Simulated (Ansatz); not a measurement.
# Every step of a relaxation of AlNi (CsCl type)

DFT, PBE, PAW with Ansatz's default frozen-core files, scalar-relativistic (Ansatz 0.2.0); a Γ-centred 15×15×15 k mesh, Fermi–Dirac smearing of 0.05 eV, no spin polarisation. The run relaxes cell and atoms at a target pressure of 83 GPa.

Command: `ansatz run input.yaml --threads 1 --pin off --max-ram 3584MiB --backend cpu --events-out ev --progress --plain --runs-dir out` It took 6.9 s on 1 thread of Intel(R) Xeon(R) 6975P-C (Granite Rapids) (shared host), peak memory 0.41 GiB.

```yaml
crystal:
  lattice:
    - [2.6855957593, 0.0, 0.0]
    - [0.0, 2.6855957593, 0.0]
    - [0.0, 0.0, 2.6855957593]
  atoms:
    - { symbol: Ni, position: [0.0, 0.0, 0.0] }
    - { symbol: Al, position: [0.5, 0.5, 0.5] }
kpoints:
  mp_grid: { grid: [15, 15, 15] }
scf:
  occupations: { method: fermi_dirac, width: 0.05 }
hamiltonian:
  xc: pbe
  pseudopotentials: { kind: paw }
output:
  forces: true
  stress: true
  eigenvalues: true
  write_density: true
  write_potential: true
  elf: true
  volumetric_format: npy
relax:
  f_tol: 0.005
  max_steps: 40
  cell: { p_target: 83.0, stress_tol: 0.042 }
```

Each step lists its enthalpy F + pV a cell above the last geometry, the pressure, the cell vectors (Å), and Cartesian positions (Å) with forces (eV/Å).

The first step:

```
step 1  dH = 94.77 meV  P = 57.5 GPa
  cell 2.6856 0.0000 0.0000  0.0000 2.6856 0.0000  0.0000 0.0000 2.6856
  Ni 0.0000 0.0000 0.0000   0.0000 0.0000 0.0000
  Al 1.3428 1.3428 1.3428   0.0000 0.0000 0.0000
```

Spin polarisation is left out, though a magnetic state may lie lower.

**Question.** Where does the relaxation end, and by which steps?

**Answer.** After 4 geometries, with conventional a, b, c = 2.632, 2.632, 2.632 Å, at 9.120 Å³/atom (-5.83 % against the start) in space group Pm-3m, with a shortest distance of 2.280 Å. The further steps:
```
step 2  dH = 7.80 meV  P = 75.3 GPa
  cell 2.6472 0.0000 0.0000  0.0000 2.6472 0.0000  0.0000 0.0000 2.6472
  Ni 0.0000 0.0000 0.0000   0.0000 0.0000 0.0000
  Al 1.3236 1.3236 1.3236   0.0000 0.0000 0.0000
step 3  dH = 0.03 meV  P = 83.6 GPa
  cell 2.6312 0.0000 0.0000  0.0000 2.6312 0.0000  0.0000 0.0000 2.6312
  Ni 0.0000 0.0000 0.0000   0.0000 0.0000 0.0000
  Al 1.3156 1.3156 1.3156   0.0000 0.0000 0.0000
step 4  dH = 0.00 meV  P = 83.0 GPa
  cell 2.6324 0.0000 0.0000  0.0000 2.6324 0.0000  0.0000 0.0000 2.6324
  Ni 0.0000 0.0000 0.0000   0.0000 0.0000 0.0000
  Al 1.3162 1.3162 1.3162   0.0000 0.0000 0.0000
step 5  dH = 0.65 meV  P = 83.0 GPa  (same geometry on a basis chosen anew; earlier energies don't compare to the last digit)
  cell 2.6324 0.0000 0.0000  0.0000 2.6324 0.0000  0.0000 0.0000 2.6324
  Ni 0.0000 0.0000 0.0000   0.0000 0.0000 0.0000
  Al 1.3162 1.3162 1.3162   0.0000 0.0000 0.0000
```
